An electron in a filled state is one of the electrons that the crystal already counts, while an electron lifted into an empty state is an extra one. Exact exchange knows this difference: for an electron in a filled state it takes away the repulsion from one electron's worth of charge, its own, and it does much less for an empty state. The hydrogen atom is the simplest case, since its only electron should feel no repulsion from its own charge, whereas a second electron would feel all of it. Mixing exact exchange into a density functional therefore opens the gap, and the count also gives an estimate of how much when the exchange acts at long range.

Let r be the distance between two electrons and ω the inverse length at which a hybrid divides short from long range. In atomic units the long-range repulsion is erf(ωr)/r, where erf is the error function. For r well below 1/ω it is nearly constant:

erf(ωr)/r ≈ 2ω/√π

Where only such short distances matter, exact exchange lowers filled states by this constant and empty states by nothing, because these are orthogonal to all filled ones. The density functional that it replaces sees only the density, so it cannot tell the two apart and lowers both by half the constant. Replacing a fraction a thus pushes the valence edge down and the conduction edge up by aω/√π each:

gap opening ≈ 2aω/√π

Band gaps of layered MoS2 (space group R3m, 3 atoms per cell), computed with Ansatz 0.2.0 using plane waves and PAW at the geometry relaxed with r2SCAN+rVV10. The k mesh is 10×10×10 for LDA, r2SCAN and PBE with or without spin-orbit coupling (SOC), and 6×6×6 for HSE06 and PBE0. G0W0 adds a shift, computed at finite bands and cutoff, to the PBE gap. Gaps are the least found on the k mesh and at some named points, so the true minimum may be slightly lower.

```
level of theory  band gap (eV)  least direct gap (eV)
            PBE          0.946                  1.691
         r2SCAN          1.031                  1.796
          HSE06          1.427                  2.148
        PBE+SOC          0.907                  1.610
           PBE0          2.082                  2.811
            LDA          0.862                  1.689
       DDH-PBE0          1.323                  2.055
 G0W0/PBE 120eV          1.282                    n/a
```

PBE and r2SCAN start the table with gaps near 1 eV. The gap is the least energy that lifts an electron into an empty state; the direct gap demands that its crystal momentum stays the same. In PBE, r2SCAN and HSE06 the direct gap lies at or close to K, the corner of the in-plane zone, whereas the conduction minimum lies about halfway from the zone centre to K in PBE and at or close to K in the other two. The direct gap is therefore the cleaner measure of what exchange does. That of r2SCAN, run at a cutoff of 500 eV instead of 420 eV, is 0.105 eV above that of PBE although r2SCAN has no exact exchange. A likely reason is that r2SCAN depends on the orbitals through their kinetic energy density, so that it can treat filled and empty states somewhat differently.

HSE06 has 25 % exact exchange at short range only, and its direct gap is 0.46 eV above that of PBE. The counting argument gives the sign of this step but not its size, because short-range repulsion varies strongly within a single bond.

Spin-orbit coupling, added to PBE, lowers the direct gap by 0.08 eV and the indirect one by half as much. The accepted reason is that it splits the Mo 4d valence states at K, and the upper branch rises towards the conduction band. The indirect gap starts from the valence top at another point, T, which lies on the axis through the centre of the in-plane zone. If the runs with and without the coupling share their zero of energy, that edge hardly moves, and most of the smaller drop comes from the conduction edge, which lies 0.03 eV lower on the k mesh.

PBE0 keeps the 25 % at all distances, so its excess over HSE06 isolates the long-range part. With a recalled ω of about 0.11 per bohr, the estimate is

2 × 0.25 × 0.11/√π = 0.031 hartree = 0.84 eV

The computed excess is 0.66 eV in both gaps, which is the nearly rigid opening that the argument demands. If the two runs share their zero of energy, the edges also move apart almost equally, by 0.33 and 0.32 eV. The likely reason why the estimate is too high is that the repulsion is not really constant over the distances at which filled states are linked. The k mesh may add an error of its own, since exact exchange at long range converges slowly with it.

LDA has the same direct gap as PBE to within 0.002 eV, yet its indirect gap is 0.08 eV smaller. A possible reason, untested here, is that the states at T, and at a conduction minimum away from K, reach further from layer to layer than those at K and so respond differently to the functional. Where the conduction minimum lies in LDA is not given in the outputs.

DDH-PBE0 also keeps exact exchange at all distances but lies below HSE06. Here the analogy with hydrogen ends: in a crystal the other electrons screen the long-range repulsion, so only a part of exact exchange should act there. By its usual definition this hybrid takes the inverse of the dielectric constant as its fraction. A straight line between the direct gaps of PBE and PBE0 puts that fraction at about 8 %, hence a dielectric constant near 12.

The same fraction gives an indirect gap of 1.32 eV, as computed. This is only a mild test, since exact exchange opens both gaps almost equally, and the conduction minimum need not lie at the same point at both ends of the line. On this straight-line reading, the direct gap of DDH-PBE0 loses 0.31 eV of short-range opening against HSE06 and gains 0.22 eV at long range. The two changes have opposite signs, which keeps the hybrids close; their sum matches the table by construction, since the fraction was fitted to it. For a crystal with a dielectric constant of 4 the recipe would return to PBE0; stronger screening lowers the fraction. The printed analysis below gives the estimate and the interpolation.

G0W0 works out the screening instead of assuming a fraction, and PBE0 lies 0.80 eV above it. That supports the view that PBE0 has too much long-range exchange for this crystal. The single G0W0 run here cannot show how far its gap lies from the limit of many bands and a high cutoff. In the data makers' tests on other crystals, such gaps fell short of that limit by 6 to 9 % in the median; if the same held here, the limit would lie between 1.36 and 1.41 eV. As computed, the G0W0 gap is nearer to DDH-PBE0 at 1.32 eV than to HSE06 at 1.43 eV, but the corrected range would fall between the two, so whether the better hybrid here is the one with weak exchange everywhere or the one with strong exchange nearby remains open. Converging G0W0 would not settle it alone, because its result also depends on the PBE states from which it starts.

Output of the analysis:

```
Differences in eV:
             row  gap less PBE  direct gap less PBE  direct less indirect  gap less G0W0
             PBE             0                    0                 0.745         -0.336
          r2SCAN         0.085                0.105                 0.765         -0.251
           HSE06         0.481                0.457                 0.721          0.145
         PBE+SOC        -0.039               -0.081                 0.703         -0.375
            PBE0         1.136                 1.12                 0.729            0.8
             LDA        -0.084               -0.002                 0.827          -0.42
        DDH-PBE0         0.377                0.364                 0.732          0.041
  G0W0/PBE 120eV         0.336                  n/a                   n/a              0
Long-range exchange in the indirect gap (PBE0 less HSE06) in eV: 0.655
Long-range exchange in the direct gap (PBE0 less HSE06) in eV: 0.663
Long-range share of the PBE0 opening of the direct gap in %: 59.2
Length 1/omega in angstrom: 4.811
Estimated long-range opening without fit in eV: 0.8444
Computed direct opening as % of the estimate: 78.52
Estimated shift of each band edge in eV: 0.4222
Valence edge from HSE06 to PBE0 in eV: -0.3349
Conduction edge from HSE06 to PBE0 in eV: 0.3206
Exact exchange in DDH-PBE0 implied by the direct gap in %: 8.125
Dielectric constant implied by that fraction: 12.31
Indirect gap of DDH-PBE0 predicted with that fraction in eV: 1.315
Prediction less computed indirect gap in eV: -0.0078
DDH-PBE0 against HSE06 short-range part of direct gap in eV: -0.3085
DDH-PBE0 against HSE06 long-range part of direct gap in eV: 0.2155
DDH-PBE0 less HSE06 direct gap in eV: -0.093
Valence edge on the mesh moved by spin-orbit coupling in eV: 0.0048
Conduction edge on the mesh moved by spin-orbit coupling in eV: -0.02934
Valence splitting at K if it alone lowers the direct gap in eV: 0.162
G0W0 gap if 6 % short of the basis limit in eV: 1.364
G0W0 gap if 9 % short of the basis limit in eV: 1.409
```
